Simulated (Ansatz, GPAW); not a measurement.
# Ballistic transport through 1,4-diisocyanobenzene between two Ir chains, from relaxation to T(E), part 4 of 4

How well does 1,4-diisocyanobenzene between two Ir chains conduct once its atoms have relaxed, and how much do cheaper levels lose?

GPAW 26.7.0 and Ansatz 0.2.0; Ansatz plane waves; relaxation of the junction with the lead ends held (the session's first sound run).

So far, transmission at the Fermi level (one spin): step 3 (plane-wave reference (PBE)) 0.253; step 5 (GPAW, szp: basis = "szp(dzp)", PBE, GPAW) 0.214; step 6 (minimal basis, PBE, GPAW) 0.250; step 7 (LDA in the dzp basis: xc = "LDA") 0.235; step 8 (the structure as built: geometry = "as built", PBE, GPAW) 0.200.

## Step 10: The levels side by side

The curves are compared point by point over the common energies.

This step: comparison of transmission and cost over codes, levels and geometry (GPAW 26.7.0).

Ladder, by row:

| step | code | T at the Fermi level (sum over the listed spins) | conductance (G0) | r.m.s. T(E) from the first | wall time (s) | peak memory (GiB) | threads |
| --- | --- | --- | --- | --- | --- | --- | --- |
| pw-pbe | Ansatz | 0.2532 | 0.2708 | 0 | 7650 | 7.155 | 4 |
| dzp | GPAW | 0.2213 | 0.2315 | 0.1026 | 980.6 | 2.65 | 1 |
| szp | GPAW | 0.2139 | 0.2158 | 0.2541 | 596.8 | 2.55 | 1 |
| sz | GPAW | 0.2498 | 0.2497 | 0.2678 | 453.9 | 2.45 | 1 |
| dzp-LDA | GPAW | 0.2349 | 0.2446 | 0.1143 | 797.8 | 2.65 | 1 |
| asbuilt | GPAW | 0.2002 | 0.1999 | 0.4383 | 766.4 | 2.65 | 1 |

The transmission, zone mean, sum over the listed spins by energy, zero at the Fermi level:

| energy (eV) | pw-pbe | dzp | szp | sz | dzp-LDA | asbuilt |
| --- | --- | --- | --- | --- | --- | --- |
| -2.000 | 0.431 | 0.319 | 0.159 | 0.108 | 0.336 | 0.0320 |
| -1.900 | 0.341 | 0.257 | 0.138 | 0.0991 | 0.268 | 0.0311 |
| -1.800 | 0.272 | 0.212 | 0.125 | 0.0947 | 0.222 | 0.0310 |
| -1.700 | 0.224 | 0.183 | 0.118 | 0.0942 | 0.191 | 0.0316 |
| -1.600 | 0.193 | 0.166 | 0.116 | 0.0971 | 0.174 | 0.0330 |
| -1.500 | 0.175 | 0.157 | 0.118 | 0.103 | 0.164 | 0.0348 |
| -1.400 | 0.192 | 0.154 | 0.124 | 0.112 | 0.162 | 0.0367 |
| -1.300 | 0.195 | 0.171 | 0.142 | 0.133 | 0.179 | 0.0386 |
| -1.200 | 0.180 | 0.164 | 0.143 | 0.134 | 0.171 | 0.0403 |
| -1.100 | 0.151 | 0.151 | 0.139 | 0.134 | 0.157 | 0.0419 |
| -1.000 | 0.128 | 0.132 | 0.130 | 0.131 | 0.138 | 0.0438 |
| -0.900 | 0.109 | 0.119 | 0.128 | 0.134 | 0.126 | 0.0466 |
| -0.800 | 0.104 | 0.115 | 0.136 | 0.148 | 0.121 | 0.0508 |
| -0.700 | 0.118 | 0.120 | 0.157 | 0.178 | 0.125 | 0.0572 |
| -0.600 | 0.176 | 0.154 | 0.217 | 0.259 | 0.155 | 0.0666 |
| -0.500 | 0.359 | 0.281 | 0.405 | 0.492 | 0.269 | 0.0799 |
| -0.400 | 0.719 | 0.616 | 0.735 | 0.820 | 0.573 | 0.0978 |
| -0.350 | 0.793 | 0.781 | 0.799 | 0.868 | 0.747 | 0.109 |
| -0.300 | 0.704 | 0.820 | 0.728 | 0.800 | 0.818 | 0.120 |
| -0.200 | 0.356 | 0.464 | 0.336 | 0.387 | 0.526 | 0.146 |
| -0.100 | 0.226 | 0.225 | 0.183 | 0.207 | 0.255 | 0.174 |
| 0.000 | 0.253 | 0.221 | 0.214 | 0.250 | 0.235 | 0.200 |
| 0.050 | 0.392 | 0.250 | 0.243 | 0.281 | 0.266 | 0.213 |
| 0.100 | 0.258 | 0.293 | 0.391 | 0.471 | 0.346 | 0.224 |
| 0.200 | 0.0995 | 0.0761 | 0.0856 | 0.102 | 0.0735 | 0.248 |
| 0.300 | 0.0534 | 0.0403 | 0.0506 | 0.0622 | 0.0380 | 0.274 |
| 0.400 | 0.0349 | 0.0280 | 0.0403 | 0.0515 | 0.0264 | 0.307 |
| 0.500 | 0.0260 | 0.0225 | 0.0377 | 0.0502 | 0.0214 | 0.350 |
| 0.600 | 0.0214 | 0.0199 | 0.0395 | 0.0548 | 0.0191 | 0.410 |
| 0.700 | 0.0191 | 0.0191 | 0.0454 | 0.0662 | 0.0184 | 0.486 |
| 0.800 | 0.0183 | 0.0195 | 0.0576 | 0.0892 | 0.0189 | 0.579 |
| 0.900 | 0.0187 | 0.0210 | 0.0809 | 0.137 | 0.0205 | 0.684 |
| 1.000 | 0.0203 | 0.0239 | 0.132 | 0.252 | 0.0235 | 0.793 |
| 1.100 | 0.0235 | 0.0290 | 0.265 | 0.578 | 0.0287 | 0.893 |
| 1.200 | 0.0291 | 0.0379 | 0.675 | 0.991 | 0.0376 | 0.970 |
| 1.275 | 0.0361 | 0.0491 | 0.992 | 0.616 | 0.0490 | 0.997 |
| 1.300 | 0.0392 | 0.0542 | 0.904 | 0.486 | 0.0543 | 0.999 |
| 1.400 | 0.0584 | 0.0878 | 0.358 | 0.203 | 0.0888 | 0.959 |
| 1.500 | 0.101 | 0.170 | 0.156 | 0.106 | 0.175 | 0.853 |
| 1.600 | 0.220 | 0.433 | 0.0855 | 0.0648 | 0.458 | 0.707 |
| 1.700 | 0.655 | 0.995 | 0.0532 | 0.0425 | 0.992 | 0.545 |
| 1.750 | 0.984 | 0.736 | 0.0424 | 0.0340 | 0.666 | 0.456 |
| 1.800 | 0.803 | 0.365 | 0.0329 | 0.0258 | 0.315 | 0.355 |
| 1.900 | 0.220 | 0.0438 | 0.0127 | 0.00581 | 0.0260 | 0.0608 |
| 2.000 | 0.0587 | 3.8e-5 | 3.7e-5 | 9.7e-6 | 3.6e-5 | 1.6e-7 |

## Step 11: Potential alignment off

Without the shift, lead and junction are matched by their Fermi levels alone.

This step: GPAW LCAO, PAW setups; Landauer transmission from Green's functions with principal layers (ASE), zero bias (GPAW 26.7.0).

run.py

```python
import json
import numpy as np
from ase import Atoms
from ase.transport.calculators import TransportCalculator
from gpaw import GPAW, FermiDirac
from gpaw.lcao.tools import get_lcao_hamiltonian
from scipy.linalg import eigh

# The junction with lead layers at both ends, along the third cell vector
device = Atoms(
    ['Ir', 'Ir', 'Ir', 'Ir', 'Ir', 'Ir', 'Ir', 'Ir', 'C', 'N', 'C', 'H', 'H', 'C', 'C', 'C', 'C', 'H', 'H', 'C', 'N', 'C', 'Ir', 'Ir', 'Ir', 'Ir', 'Ir', 'Ir', 'Ir', 'Ir'],
    positions=[
        [5.40801, 4.50000, 1.15000],
        [5.40801, 4.50000, 3.45000],
        [5.40801, 4.50000, 5.75000],
        [5.40801, 4.50000, 8.05000],
        [5.40801, 4.50000, 10.35000],
        [5.40801, 4.50000, 12.65000],
        [5.93964, 4.67437, 14.98612],
        [5.08920, 4.41189, 17.24129],
        [5.38807, 4.51420, 19.20292],
        [5.43015, 4.52944, 20.41632],
        [5.41802, 4.52935, 21.82808],
        [7.57036, 4.57423, 22.11137],
        [3.25946, 4.48460, 22.06011],
        [6.60335, 4.55295, 22.61335],
        [4.21415, 4.50275, 22.58546],
        [6.58578, 4.54893, 24.01875],
        [4.19662, 4.49865, 23.99112],
        [7.54040, 4.56721, 24.54425],
        [3.22935, 4.47742, 24.49275],
        [5.38202, 4.52141, 24.77602],
        [5.37182, 4.51667, 26.18756],
        [5.41483, 4.51737, 27.40097],
        [5.72978, 4.53922, 29.36292],
        [4.84403, 4.45662, 31.61403],
        [5.40801, 4.50000, 33.94572],
        [5.40801, 4.50000, 36.24572],
        [5.40801, 4.50000, 38.54572],
        [5.40801, 4.50000, 40.84572],
        [5.40801, 4.50000, 43.14572],
        [5.40801, 4.50000, 45.44572]],
    cell=[[10.81602, 0.0, 0.0], [0.0, 9.0, 0.0], [0.0, 0.0, 46.59572]],
    pbc=True)

# One principal layer of the lead: the first 5 atoms of the device
lead = Atoms(
    ['Ir', 'Ir', 'Ir', 'Ir', 'Ir'],
    positions=[
        [5.40801, 4.50000, 1.15000],
        [5.40801, 4.50000, 3.45000],
        [5.40801, 4.50000, 5.75000],
        [5.40801, 4.50000, 8.05000],
        [5.40801, 4.50000, 10.35000]],
    cell=[[10.81602, 0.0, 0.0], [0.0, 9.0, 0.0], [0.0, 0.0, 11.5]],
    pbc=True)

settings = dict(mode='lcao', basis='dzp', xc='PBE', h=0.18,
                occupations=FermiDirac(0.1), maxiter=250,
                mixer=dict(beta=0.1, nmaxold=8, weight=100.0),
                convergence=dict(density=0.0001))
energies = np.arange(-2, 2 + 1e-9, 0.025)
eta = 0.0001
n1, n2 = 1, 1
# k and -k transmit alike, so half of the mesh across the current serves
mesh = [(i, j) for i in range(n1) for j in range(n2) if (i, j) <= (-i % n1, -j % n2)]
weights = np.array([1 if (i, j) == (-i % n1, -j % n2) else 2 for i, j in mesh]) / (n1 * n2)

# [... helper functions left out ...]
fermi_lead = ground_state(lead, (1, 1, 10), 'lead.txt')
fermi_device = ground_state(device, (1, 1, 2), 'device.txt')
# [... loop over the mesh left out, but for ...]
        # Lead and device are aligned by their Fermi levels alone
        shift = 0.0
# [...]
kT = 8.617333e-5 * 300
bias = [0.1, 0.2, 0.5, 1.0, 1.5, 2.0]
# [... integrals and printing left out ...]
```

Started as:

```console
> OMP_NUM_THREADS=1 OPENBLAS_NUM_THREADS=1 python run.py
```

Output:

```text
basis functions: device 582, principal layer 135
Fermi level: lead -4.1347 eV, device -3.9109 eV; lead shifted by 0.0000 eV
largest coupling past the next layer 1.48e-06 eV, largest misfit of the first layer 0.077 eV
  E-E_F (eV)   T (one spin)  channels
    -2.000    3.1807e-01    4.0000
    -1.975    3.0093e-01    4.0000
    -1.950    2.8497e-01    4.0000
    -1.925    2.7021e-01    4.0000
    -1.900    2.5662e-01    4.0000
    -1.875    2.4416e-01    4.0000
    -1.850    2.3278e-01    4.0000
    -1.825    2.2243e-01    4.0000
    -1.800    2.1305e-01    4.0000
    -1.775    2.0460e-01    4.0000
    -1.750    1.9702e-01    4.0000
    -1.725    1.9026e-01    4.0000
    -1.700    1.8426e-01    4.0000
    -1.675    1.7896e-01    4.0000
    -1.650    1.7430e-01    4.0000
    -1.625    1.7024e-01    4.0000
[...]
1.825    2.2946e-01    3.0000
     1.850    1.4705e-01    3.0000
     1.875    8.8769e-02    3.0000
     1.900    4.6064e-02    3.0000
     1.925    1.2871e-02    3.0000
     1.950    5.9939e-05    1.0000
     1.975    4.5669e-05    1.0000
     2.000    3.8590e-05    1.0000
conductance at 300 K: 0.22857 G0 a cell; thermopower -11.59 uV/K
current from the zero-bias T(E) at 0.1 V: 1.8038 uA
current from the zero-bias T(E) at 0.2 V: 3.7024 uA
current from the zero-bias T(E) at 0.5 V: 10.078 uA
current from the zero-bias T(E) at 1.0 V: 22.438 uA
current from the zero-bias T(E) at 1.5 V: 26.088 uA
current from the zero-bias T(E) at 2.0 V: 28.831 uA
```

Run time: 16 min. Hardware: 1 thread of Arm Neoverse N1, shared host; peak memory 2.6 GiB.

This step gave:

- conductance: 0.2286 G₀
- largest misfit of the first principal layer: 0.07740 eV
- shift that aligns the lead: 0 eV
- transmission at the Fermi level (one spin): 0.2108

One spin. The transmission, zone mean by energy, zero at the Fermi level:

| energy (eV) | transmission, zone mean |
| --- | --- |
| -2.000 | 0.318 |
| -1.900 | 0.257 |
| -1.800 | 0.213 |
| -1.700 | 0.184 |
| -1.600 | 0.167 |
| -1.500 | 0.157 |
| -1.400 | 0.154 |
| -1.300 | 0.169 |
| -1.200 | 0.165 |
| -1.100 | 0.150 |
| -1.000 | 0.132 |
| -0.900 | 0.120 |
| -0.800 | 0.114 |
| -0.700 | 0.120 |
| -0.600 | 0.155 |
| -0.500 | 0.279 |
| -0.400 | 0.615 |
| -0.325 | 0.826 |
| -0.300 | 0.824 |
| -0.200 | 0.458 |
| -0.100 | 0.232 |
| 0.000 | 0.211 |
| 0.075 | 0.351 |
| 0.100 | 0.295 |
| 0.200 | 0.0764 |
| 0.300 | 0.0406 |
| 0.400 | 0.0282 |
| 0.500 | 0.0226 |
| 0.600 | 0.0199 |
| 0.700 | 0.0190 |
| 0.800 | 0.0193 |
| 0.900 | 0.0209 |
| 1.000 | 0.0238 |
| 1.100 | 0.0291 |
| 1.200 | 0.0382 |
| 1.300 | 0.0548 |
| 1.400 | 0.0885 |
| 1.500 | 0.170 |
| 1.600 | 0.426 |
| 1.700 | 0.995 |
| 1.800 | 0.348 |
| 1.900 | 0.0461 |
| 2.000 | 3.9e-5 |

Crossings of the lead's bands, unfolded to its shortest repeat. Table of open channels, zone mean by energy, zero at the Fermi level:

| energy (eV) | open channels, zone mean |
| --- | --- |
| -2.000 | 4 |
| -1.900 | 4 |
| -1.800 | 4 |
| -1.700 | 4 |
| -1.600 | 4 |
| -1.500 | 4 |
| -1.400 | 4 |
| -1.300 | 6 |
| -1.200 | 6 |
| -1.100 | 6 |
| -1.000 | 6 |
| -0.900 | 6 |
| -0.800 | 6 |
| -0.700 | 6 |
| -0.600 | 6 |
| -0.500 | 6 |
| -0.400 | 6 |
| -0.300 | 6 |
| -0.200 | 6 |
| -0.100 | 6 |
| 0.000 | 6 |
| 0.100 | 4 |
| 0.200 | 4 |
| 0.300 | 4 |
| 0.400 | 4 |
| 0.500 | 4 |
| 0.600 | 4 |
| 0.700 | 4 |
| 0.800 | 4 |
| 0.900 | 3 |
| 1.000 | 3 |
| 1.100 | 3 |
| 1.200 | 3 |
| 1.300 | 3 |
| 1.400 | 3 |
| 1.500 | 3 |
| 1.600 | 3 |
| 1.700 | 3 |
| 1.800 | 3 |
| 1.900 | 3 |
| 2.000 | 1 |

Not self-consistent under bias; the bias window is split evenly. Current through one cell, from the zero-bias transmission against bias:

| bias (V) | current through one cell, from the zero-bias transmission (μA) |
| --- | --- |
| 0.100 | 1.80 |
| 0.200 | 3.70 |
| 0.500 | 10.1 |
| 1.000 | 22.4 |
| 1.500 | 26.1 |
| 2.000 | 28.8 |

Transmission of the three most open eigenchannels against energy, zero at the Fermi level:

| energy (eV) | channel 1 | channel 2 | channel 3 |
| --- | --- | --- | --- |
| -2.000 | 0.318 | 2.8e-5 | 5.4e-6 |
| -1.900 | 0.257 | 3.0e-5 | 1.2e-5 |
| -1.800 | 0.213 | 3.0e-5 | 2.0e-5 |
| -1.700 | 0.184 | 3.0e-5 | 2.9e-5 |
| -1.600 | 0.167 | 4.0e-5 | 2.9e-5 |
| -1.500 | 0.157 | 5.4e-5 | 2.7e-5 |
| -1.400 | 0.154 | 6.9e-5 | 2.4e-5 |
| -1.300 | 0.169 | 8.9e-5 | 2.1e-5 |
| -1.200 | 0.165 | 1.1e-4 | 2.0e-5 |
| -1.100 | 0.150 | 1.2e-4 | 2.0e-5 |
| -1.000 | 0.132 | 1.5e-4 | 1.9e-5 |
| -0.900 | 0.120 | 1.9e-4 | 1.4e-5 |
| -0.800 | 0.114 | 2.4e-4 | 9.1e-6 |
| -0.700 | 0.120 | 3.3e-4 | 6.2e-6 |
| -0.600 | 0.154 | 4.7e-4 | 4.6e-6 |
| -0.500 | 0.279 | 6.0e-4 | 4.2e-6 |
| -0.400 | 0.614 | 6.2e-4 | 4.3e-6 |
| -0.300 | 0.824 | 4.9e-4 | 4.4e-6 |
| -0.200 | 0.457 | 2.6e-4 | 5.6e-6 |
| -0.100 | 0.231 | 1.5e-4 | 1.1e-5 |
| 0.000 | 0.211 | 1.5e-4 | 1.5e-5 |
| 0.100 | 0.295 | 1.3e-4 | 1.6e-5 |
| 0.200 | 0.0763 | 7.5e-5 | 7.1e-6 |
| 0.300 | 0.0405 | 5.3e-5 | 4.0e-6 |
| 0.400 | 0.0281 | 4.0e-5 | 2.7e-6 |
| 0.500 | 0.0225 | 3.0e-5 | 1.9e-6 |
| 0.600 | 0.0199 | 2.4e-5 | 1.4e-6 |
| 0.700 | 0.0190 | 1.9e-5 | 9.2e-7 |
| 0.800 | 0.0193 | 1.5e-5 | 4.1e-7 |
| 0.900 | 0.0208 | 8.9e-6 | 2.4e-8 |
| 1.000 | 0.0238 | 5.0e-6 | 8.6e-9 |
| 1.100 | 0.0291 | 2.7e-6 | 9.0e-10 |
| 1.200 | 0.0382 | 1.3e-6 | 4.7e-11 |
| 1.300 | 0.0548 | 6.7e-7 | 1.7e-9 |
| 1.400 | 0.0885 | 5.7e-7 | 6.4e-8 |
| 1.500 | 0.170 | 7.6e-7 | 2.8e-7 |
| 1.600 | 0.426 | 1.2e-6 | 6.1e-7 |
| 1.700 | 0.995 | 2.0e-6 | 9.1e-7 |
| 1.800 | 0.348 | 3.3e-6 | 1.0e-6 |
| 1.900 | 0.0461 | 4.7e-6 | 5.3e-7 |
| 2.000 | 3.9e-5 | 6.3e-11 | 0 |

The conductance, 0.229 G₀, lies 1.3 % below that of the dzp run.

## Step 12: Outcome

```yaml
conductance: 0.232 G₀
transmission_at_the_fermi_level_mean_of_the_spins: 0.221
```

In the dzp basis the junction conducts 0.232 G₀ at 300 K, with T = 0.221 a spin at the Fermi level; the sz basis reaches that conductance within 10 %. Relaxation moved atoms by up to 0.57 Å and took the conductance from 0.200 to 0.232 G₀, as a ratio a larger change than the step from dzp to the minimal basis. Plane waves (PBE) give T = 0.253 there. At the Fermi level one eigenchannel carries the current (0.22). Measured against the first run (pw-pbe), the nearest curve is that of dzp (r.m.s. 0.10) and the farthest that of asbuilt (0.44). Over the compared runs wall time goes from 454 s (sz) to 7650 s (pw-pbe), on a shared host; the plane-wave run used 4 threads and the orbital runs 1. The leads kept an estimated spacing and the cell its length, so the junction may be under some tension or compression. The run had no spin polarisation, so a magnetic state, which chains and small molecules with open shells often have, wasn't tested. Spin-orbit coupling is left out, which matters for the heavy atoms here. Semilocal functionals put molecular levels too near the Fermi level, so such conductances usually come out too high, and chain electrodes have a sharper density of states than real ones. An evenly spaced straight chain is an idealisation: free chains tend to dimerise, zigzag or, where a band edge lies near the Fermi level, turn magnetic. The currents use the zero-bias T(E) throughout, which holds only while the bias is small against the distance to the nearest feature. Within about eight thermal energies of the Fermi level ln T(E) bends sharply from one computed energy to the next, or the lead's channel count changes, so the thermal averages, above all the thermopower, rest on an interpolation that may be rough.

[Logs are printed without paths, hosts, clocks, repeated set-up lines and the standing remarks that a program may print on its own settings, such as how far it seeks lower states.]

[Hosts, paths, dates, database ids (printed as entryN), source tags and the programs' standing remarks are cut or masked in the printed files.]
